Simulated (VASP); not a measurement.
# Lattice of La2O3, functional by functional, part 3 of 3

How much does the relaxed cell of La2O3 depend on the functional? The starting structure is a computed structure from the Materials Project. The first relaxation on each setting starts from this cell expanded by 3 % in volume.

VASP 6.6.1.

Results so far: PBEsol 15.95 Å³ an atom; LDA 15.53 Å³ an atom; PBE 16.61 Å³ an atom; PBEsol + D3(BJ) 15.54 Å³ an atom; r2SCAN 16.38 Å³ an atom; r2SCAN + rVV10 16.22 Å³ an atom.

## 8. Relaxation with rev-vdW-DF2 (continued)

Level of this step: rev-vdW-DF2; plane waves and PAW (La, O) (VASP).

OUTCAR, selected parts (step 8):

```text
  Total       -0.0190279     -0.0190279     -0.0261444      0.0000000      0.0000000      0.0000000
  in kB       -0.3740867     -0.3740867     -0.5139957      0.0000000      0.0000000      0.0000000
  external PRESSURE =      -0.4207230 kB  Pullay stress =       0.0000000 kB

 POSITION                                       TOTAL-FORCE (eV/Angst)
 -----------------------------------------------------------------------------------
     -0.00000      2.26810      1.49634         0.000000      0.000000      0.003583
      1.96423      1.13405      4.60119        -0.000000     -0.000000     -0.003583
      0.00000      0.00000      0.00000        -0.000000      0.000000      0.000000
     -0.00000      2.26810      3.94035         0.000000     -0.000000      0.004921
      1.96423      1.13405      2.15717         0.000000      0.000000     -0.004921
 -----------------------------------------------------------------------------------
    total drift:                               -0.000000      0.000000      0.000000

  FREE ENERGIE OF THE ION-ELECTRON SYSTEM (eV)
  ---------------------------------------------------
  free  energy   TOTEN  =       -34.3522300655 eV

  energy  without entropy=      -34.3522300655  energy(sigma->0) =      -34.35223007

[... 2 parts as in an earlier step ...]

[... 2 further parts left out ...]
[key lines of the parts left out:]
E-fermi :   6.0862
```

With rev-vdW-DF2 the relaxed cell holds 16.299 Å³ an atom, -0.35 % against the starting cell, with a = 3.928 Å and c = 6.098 Å. That is +2.22 % from PBEsol.

## 9. Relaxation with RPBE

RPBE by itself binds more weakly than PBE and expands cells.

Contents of INCAR:

```
SYSTEM = La2O3
PREC = Accurate
ENCUT = 520
EDIFF = 1E-06
NELM = 100
ISMEAR = 0
SIGMA = 0.03
LREAL = .FALSE.
ALGO = Normal
GGA = RP
NBANDS = 26
LASPH = .TRUE.
LORBIT = 11
LWAVE = .FALSE.
LCHARG = .FALSE.
KPAR = 8
IBRION = 2
NSW = 50
ISIF = 3
EDIFFG = -0.006
```

Contents of POSCAR:

```
La2O3
1.0
    3.9696990021      0.0000000000      0.0000000000
   -1.9848495010      3.4378601812      0.0000000000
    0.0000000000      0.0000000000      6.1724718471
La O
2 3
Direct
    0.3333333333      0.6666666667      0.2462356800
    0.6666666667      0.3333333333      0.7537643200
    0.0000000000      0.0000000000      0.0000000000
    0.3333333333      0.6666666667      0.6458906500
    0.6666666667      0.3333333333      0.3541093500
```

Contents of KPOINTS:

```
Automatic mesh
0
Gamma
6 6 4
0 0 0
```

Potentials, in the order of the species: La and O (PBE family, release 64).

Launch:

```bash
mpirun -np 8 vasp_std
```

Log:

```text
[... set-up lines as in an earlier step ...]
 entering main loop
       N       E                     dE             d eps       ncg     rms          rms(c)
DAV:   1     0.478613736769E+03    0.47861E+03   -0.15861E+04  1296   0.234E+03
DAV:   2     0.865319857764E+02   -0.39208E+03   -0.38152E+03  1768   0.373E+02
DAV:   3    -0.291358313789E+02   -0.11567E+03   -0.11256E+03  2146   0.204E+02
DAV:   4    -0.444926813580E+02   -0.15357E+02   -0.15336E+02  2146   0.786E+01
[...]
DAV:  16    -0.399005302442E+02   -0.44123E-05   -0.34485E-05  1944   0.381E-02    0.124E-02
DAV:  17    -0.399005275231E+02    0.27210E-05   -0.26173E-05  2072   0.324E-02    0.156E-03
DAV:  18    -0.399005277876E+02   -0.26446E-06   -0.18302E-06  1360   0.117E-02
   1 F= -.39900528E+02 E0= -.39900528E+02  d E =-.399005E+02
[... from here on, the cycles between the ionic steps are left out ...]
   2 F= -.39906623E+02 E0= -.39906623E+02  d E =-.609551E-02
   3 F= -.39906792E+02 E0= -.39906792E+02  d E =-.626464E-02
   4 F= -.39908745E+02 E0= -.39908745E+02  d E =-.195209E-02
   5 F= -.39908821E+02 E0= -.39908821E+02  d E =-.202855E-02
   6 F= -.39909540E+02 E0= -.39909540E+02  d E =-.719375E-03
   7 F= -.39909655E+02 E0= -.39909655E+02  d E =-.833701E-03
   8 F= -.39909656E+02 E0= -.39909656E+02  d E =-.835448E-03
   9 F= -.39909656E+02 E0= -.39909656E+02  d E =-.835236E-03
  10 F= -.39909726E+02 E0= -.39909726E+02  d E =-.697304E-04
  11 F= -.39909770E+02 E0= -.39909770E+02  d E =-.113536E-03
[...]
reached required accuracy - stopping structural energy minimisation
```

The job ended after 52 s (8 MPI ranks of Intel Xeon 6975P-C (Granite Rapids), shared host; peak memory 2.1 GiB; 6.3 min of CPU time).

OUTCAR, selected parts (step 9):

```text
  Total       -0.0134391     -0.0134391     -0.0242526     -0.0000000     -0.0000000     -0.0000000
  in kB       -0.2523123     -0.2523123     -0.4553302     -0.0000000     -0.0000000     -0.0000000
  external PRESSURE =      -0.3199849 kB  Pullay stress =       0.0000000 kB

 POSITION                                       TOTAL-FORCE (eV/Angst)
 -----------------------------------------------------------------------------------
     -0.00000      2.28659      1.56235        -0.000000     -0.000000      0.001776
      1.98025      1.14330      4.71988         0.000000      0.000000     -0.001776
      0.00000      0.00000      0.00000        -0.000000      0.000000      0.000000
     -0.00000      2.28659      4.05286         0.000000      0.000000     -0.003009
      1.98025      1.14330      2.22937        -0.000000     -0.000000      0.003009
 -----------------------------------------------------------------------------------
    total drift:                               -0.000000      0.000000      0.000000

  FREE ENERGIE OF THE ION-ELECTRON SYSTEM (eV)
  ---------------------------------------------------
  free  energy   TOTEN  =       -39.9097697482 eV

  energy  without entropy=      -39.9097697482  energy(sigma->0) =      -39.90976975

[... 2 parts as in an earlier step ...]

[... 2 further parts left out ...]
[key lines of the parts left out:]
E-fermi :   5.9392
```

With RPBE the relaxed cell holds 17.068 Å³ an atom, +4.35 % against the starting cell, with a = 3.960 Å and c = 6.282 Å. That is +7.04 % from PBEsol.

## 10. All runs side by side

| level | volume (Å³/atom) | against the starting cell (%) | a (Å) | c (Å) | pressure left (GPa) | core minutes |
| --- | --- | --- | --- | --- | --- | --- |
| PBEsol | 15.945 | -2.52 | 3.9044 | 6.0388 | -0.04 | 13.0 |
| LDA | 15.528 | -5.07 | 3.8829 | 5.9462 | 0.02 | 9.47 |
| PBE | 16.607 | 1.53 | 3.9382 | 6.1823 | -0.03 | 12.7 |
| PBEsol + D3(BJ) | 15.535 | -5.02 | 3.8879 | 5.9338 | 0.03 | 13.2 |
| r2SCAN | 16.377 | 0.13 | 3.931 | 6.1189 | 0.01 | 27.3 |
| r2SCAN + rVV10 | 16.221 | -0.83 | 3.9258 | 6.0766 | 0.05 | 88.7 |
| rev-vdW-DF2 | 16.299 | -0.35 | 3.9285 | 6.0975 | -0.04 | 78.4 |
| RPBE | 17.068 | 4.35 | 3.9605 | 6.2822 | -0.03 | 6.93 |

Core minutes are wall time times ranks, summed over the relaxations behind a row (those for a bulk modulus apart), on shared hosts.

## 11. Outcome

| Property | Result |
| --- | --- |
| volume, PBEsol | 15.95 Å³/atom |
| volume, LDA | 15.53 Å³/atom |
| volume, PBE | 16.61 Å³/atom |
| volume, PBEsol + D3(BJ) | 15.54 Å³/atom |
| volume, r2SCAN | 16.38 Å³/atom |
| volume, r2SCAN + rVV10 | 16.22 Å³/atom |
| volume, rev-vdW-DF2 | 16.30 Å³/atom |
| volume, RPBE | 17.07 Å³/atom |

**Reading.** Across 8 levels the volume of La2O3 spans 9.9 %, from 15.53 Å³ an atom (LDA) to 17.07 Å³ (RPBE). Adding D3(BJ) to PBEsol changes the volume by -2.6 %. Adding rVV10 to r2SCAN changes the volume by -1.0 %. All runs keep the symmetry of the start, so they can't find a distortion of lower symmetry. Further runs on this material are not shown.

[Lines on the potential files, build, host, timing and source positions are cut from VASP's logs without a mark.]

[Logs are printed without paths, hosts, clocks, repeated set-up lines and the standing remarks that a program may print on its own settings, such as how far it seeks lower states.]

[Hosts, paths, dates, database ids (printed as entryN), source tags and the programs' standing remarks are cut or masked in the printed files.]
